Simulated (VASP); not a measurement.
# Pt (Fm-3m) in VASP: reference runs, part 2 of 2

VASP 6.6.1. Earlier steps stand in the parts before.

### 6 Equation of state, PBE, 14.78 Å³/atom (volume scaled by 0.98)

INCAR

```
PREC = Accurate
ENCUT = 520
EDIFF = 1E-7
ISMEAR = -1
SIGMA = 0.05
LREAL = F
LASPH = T
NELM = 100
ALGO = Normal
ISIF = 2
LWAVE = F
LCHARG = F
GGA = PE
NBANDS = 11
```

KPOINTS

```
Automatic mesh
0
Gamma
  12 12 12
```

POSCAR

```
Pt
1.0
    0.0000000000      1.9477392008      1.9477392008
    1.9477392008      0.0000000000      1.9477392008
    1.9477392008      1.9477392008      0.0000000000
Pt
1
Direct
    0.0000000000      0.0000000000      0.0000000000
```

Potentials or basis: VASP PAW PBE potentials, release 64 (Pt).

Started as:

```sh
$ cat potpaw_PBE.64/Pt/POTCAR > POTCAR
$ mpirun -np 1 vasp_std > vasp.out
```

It took 6.3 s on 1 thread of AMD EPYC 9R45 (Zen 5), shared host; peak memory 0.1 GiB.

Results (log left out):

```
Free energy            : -6.0684 eV
Pressure               : 16.1 GPa
Band gap on the k mesh : none (metal or under the smearing width)
```

### 7 Equation of state, PBE, 15.38 Å³/atom (volume scaled by 1.02)

INCAR

```
SYSTEM = Pt
  ALGO = Normal
  EDIFF = 1E-7
  ENCUT = 520
  GGA = PE
  ISIF = 2
  ISMEAR = -1
  LASPH = .TRUE.
  LCHARG = .FALSE.
  LREAL = .FALSE.
  LWAVE = .FALSE.
  NBANDS = 11
  NELM = 60
  PREC = Accurate
  SIGMA = 0.05
```

KPOINTS

```
k-points
0
G
  12 12 12
  0 0 0
```

POSCAR

```
Pt
1.0
    0.0000000000      1.9738864712      1.9738864712
    1.9738864712      0.0000000000      1.9738864712
    1.9738864712      1.9738864712      0.0000000000
Pt
1
Direct
    0.0000000000      0.0000000000      0.0000000000
```

Potentials or basis: VASP PAW PBE potentials, release 64 (Pt).

Started as:

```sh
$ cat potpaw_PBE.64/Pt/POTCAR > POTCAR
$ mpirun -np 1 vasp_std > vasp.out
```

OUTCAR:

```text
SYSTEM = Pt
   EDIFF = 1E-7
   ENCUT = 520
   GGA = PE
   ISIF = 2
   ISMEAR = -1
   LASPH = .TRUE.
   LREAL = .FALSE.
   NELM = 60
   PREC = Accurate

 ion  position               nearest neighbor table
   1  0.000  0.000  0.000-

  LATTYP: Found a face centered cubic cell.
 ALAT       =     3.9477729424

  Lattice vectors:

 A1 = (   0.0000000000,   1.9738864712,   1.9738864712)
 A2 = (   1.9738864712,   0.0000000000,   1.9738864712)
 A3 = (   1.9738864712,   1.9738864712,   0.0000000000)

Analysis of symmetry for initial positions (statically):
=====================================================================
 Subroutine PRICEL returns:
 Original cell was already a primitive cell.

 Routine SETGRP: Setting up the symmetry group for a
 face centered cubic supercell.

 Subroutine GETGRP returns: Found 48 space group operations
 (whereof 48 operations were pure point group operations)
 out of a pool of 48 trial point group operations.

The static configuration has the point symmetry O_h .

Analysis of symmetry for dynamics (positions and initial velocities):
[... 190 lines left out ...]

 k-point     1 :       0.0000    0.0000    0.0000
  band No.  band energies     occupation
      1       0.8932      2.00000
      2       7.2290      2.00000
      3       7.2290      2.00000
      4       7.2290      2.00000
      5       9.3163      2.00000
      6       9.3163      2.00000
      7      25.5817      0.00000
      8      30.4371      0.00000
      9      30.4371      0.00000
     10      30.4371      0.00000
     11      35.7065      0.00000
[... 533 lines left out ...]
 k-point    40 :       0.4167    0.4167    0.0000
  band No.  band energies     occupation
      1       4.1584      2.00000
      2       4.6290      2.00000
      3      10.7807      1.86435
      4      10.9198      0.91912
      5      10.9198      0.91912
      6      11.1244      0.02805
      7      21.7255      0.00000
      8      23.0689      0.00000
      9      23.0689      0.00000
     10      30.3936      0.00000
     11      33.4295      0.00000

 [... further k-points ...]

------------------------ aborting loop because EDIFF is reached ----------------------------------------

  FORCE on cell =-STRESS in cart. coord.  units (eV):
  Direction    XX          YY          ZZ          XY          YZ          ZX
  --------------------------------------------------------------------------------------
  -------------------------------------------------------------------------------------
  Total        0.3907041      0.3907041      0.3907041     -0.0000000      0.0000000     -0.0000000
  in kB       40.6969692     40.6969692     40.6969692     -0.0000000      0.0000000     -0.0000000
  external PRESSURE =      40.6969692 kB  Pullay stress =       0.0000000 kB

 VOLUME and BASIS-vectors are now :
 -----------------------------------------------------------------------------
  energy-cutoff  :      520.00
  volume of cell :       15.38
      direct lattice vectors                 reciprocal lattice vectors
     0.000000000  1.973886471  1.973886471    -0.253307375  0.253307375  0.253307375
     1.973886471  0.000000000  1.973886471     0.253307375 -0.253307375  0.253307375
     1.973886471  1.973886471  0.000000000     0.253307375  0.253307375 -0.253307375

 POSITION                                       TOTAL-FORCE (eV/Angst)
 -----------------------------------------------------------------------------------
      0.00000      0.00000      0.00000         0.000000     -0.000000     -0.000000
 -----------------------------------------------------------------------------------
    total drift:                                0.000000     -0.000000     -0.000000

  FREE ENERGIE OF THE ION-ELECTRON SYSTEM (eV)
  ---------------------------------------------------
  free  energy   TOTEN  =        -6.1060042502 eV

  energy  without entropy=       -6.0902798413  energy(sigma->0) =       -6.09814205
```

OSZICAR:

```text
N       E                     dE             d eps       ncg     rms          rms(c)
DAV:   1     0.391194764705E+02    0.39119E+02   -0.53391E+03  1608   0.843E+02
DAV:   2    -0.588342889787E+01   -0.45003E+02   -0.42744E+02  1829   0.175E+02
DAV:   3    -0.647806450168E+01   -0.59464E+00   -0.59388E+00  1839   0.191E+01
DAV:   4    -0.648028136028E+01   -0.22169E-02   -0.22168E-02  1832   0.139E+00
DAV:   5    -0.648029937069E+01   -0.18010E-04   -0.18011E-04  1839   0.116E-01    0.122E+01
DAV:   6    -0.614463594077E+01    0.33566E+00   -0.77460E-01  1713   0.700E+00    0.646E+00
DAV:   7    -0.610934123103E+01    0.35295E-01   -0.13418E-01  1809   0.282E+00    0.251E+00
DAV:   8    -0.610624953919E+01    0.30917E-02   -0.66886E-03  1704   0.700E-01    0.576E-01
DAV:   9    -0.610600187024E+01    0.24767E-03   -0.28427E-04  1743   0.144E-01    0.461E-02
DAV:  10    -0.610600443107E+01   -0.25608E-05   -0.62132E-06  2027   0.189E-02    0.714E-03
DAV:  11    -0.610600422960E+01    0.20148E-06   -0.37441E-08  1449   0.188E-03    0.956E-04
DAV:  12    -0.610600425024E+01   -0.20643E-07   -0.28792E-09   942   0.350E-04
   1 F= -.61060043E+01 E0= -.60981420E+01  d E =-.157244E-01
```

It took 9.7 s on 1 thread of AMD EPYC 9R45 (Zen 5), shared host; peak memory 0.12 GiB.

Results:

```yaml
Free_energy: -6.1060 eV
Pressure: 4.1 GPa
Band_gap_on_the_k_mesh: none (metal or under the smearing width)
```

### 8 Equation of state, PBE, 15.68 Å³/atom (volume scaled by 1.04)

INCAR

```
PREC     = Accurate       # precision mode
ENCUT    = 520            # plane-wave cutoff, eV
EDIFF    = 1E-7           # SCF threshold, eV
ISMEAR   = -1             # smearing method
SIGMA    = 0.05           # smearing width, eV
LREAL    = F              # projectors in reciprocal space
LASPH    = T              # aspherical terms in the spheres
NELM     = 80             # most SCF steps
ALGO     = Normal         # electronic algorithm
ISIF     = 2              # what is computed and relaxed
LWAVE    = F              # write WAVECAR
LCHARG   = F              # write CHGCAR
GGA      = PE             # functional
NBANDS   = 11             # bands
```

KPOINTS

```
Automatic mesh
0
Gamma
  12 12 12
```

POSCAR

```
Pt
1.0
    0.0000000000      1.9867042750      1.9867042750
    1.9867042750      0.0000000000      1.9867042750
    1.9867042750      1.9867042750      0.0000000000
Pt
1
Direct
    0.0000000000      0.0000000000      0.0000000000
```

Started as:

```sh
$ cat potpaw_PBE.64/Pt/POTCAR > POTCAR
$ mpirun -np 1 vasp_std > vasp.out
```

Wall time 9.6 s (1 thread of AMD EPYC 9R45 (Zen 5), shared host); peak memory 0.11 GiB.

Results (log left out):

| Property | Result |
| --- | --- |
| Free energy | -6.1091 eV |
| Pressure | -0.9 GPa |
| Band gap on the k mesh | none (metal or under the smearing width) |

### 9 Equation of state, PBE, 15.98 Å³/atom (volume scaled by 1.06)

INCAR

```
PREC = Accurate ; ENCUT = 520
EDIFF = 1E-7 ; ISMEAR = -1
SIGMA = 0.05 ; LREAL = F
LASPH = T ; NELM = 60
ALGO = Normal ; ISIF = 2
LWAVE = F ; LCHARG = F
GGA = PE ; NBANDS = 11
```

KPOINTS is that of step 8.

POSCAR

```
Pt
1.0
    0.0000000000      1.9993587835      1.9993587835
    1.9993587835      0.0000000000      1.9993587835
    1.9993587835      1.9993587835      0.0000000000
Pt
1
Direct
    0.0000000000      0.0000000000      0.0000000000
```

Potentials or basis: VASP PAW PBE potentials, release 64 (Pt).

Started as:

```sh
$ cat potpaw_PBE.64/Pt/POTCAR > POTCAR
$ mpirun -np 1 vasp_std > vasp.out
```

It took 9.3 s on 1 thread of AMD EPYC 9R45 (Zen 5), shared host; peak memory 0.11 GiB.

Results (log left out):

| Item | Value |
| --- | --- |
| Free energy | -6.1034 eV |
| Pressure | -5.3 GPa |
| Band gap on the k mesh | none (metal or under the smearing width) |

### 10 Equation of state, PBE

No new run: the results of the series are fitted here.

What came out:

- Equilibrium volume: 15.63 Å³/atom
- Bulk modulus: 249 GPa
- Pressure derivative of the bulk modulus: 5.4

Energy against volume, from the lowest point:
```
volume (Å³/atom)  energy (meV/atom)
          14.175             129.89
          14.477              78.08
          14.778              40.77
          15.080              16.26
          15.381               3.12
          15.683               0.00
          15.985               5.74
```

Spin-orbit coupling is left out, which matters for the levels of Pt. PBE usually gives volumes a little too large and moduli too small.

### 11 Overview

```csv
task,cell,gap on the mesh (eV),pressure (GPa)
single point,as given,none,9.7
single point,cell strained at random at fixed volume,none,9.8
equation of state,as given,-,-
```

Alike in all rows: level PBE; potentials or basis VASP PAW PBE potentials, release 64 (Pt); no spin polarisation; k mesh 12 × 12 × 12; cutoff (eV) 520; smearing fermi-dirac 0.05 eV.

Absolute energies hang on the potentials; compare differences alone.
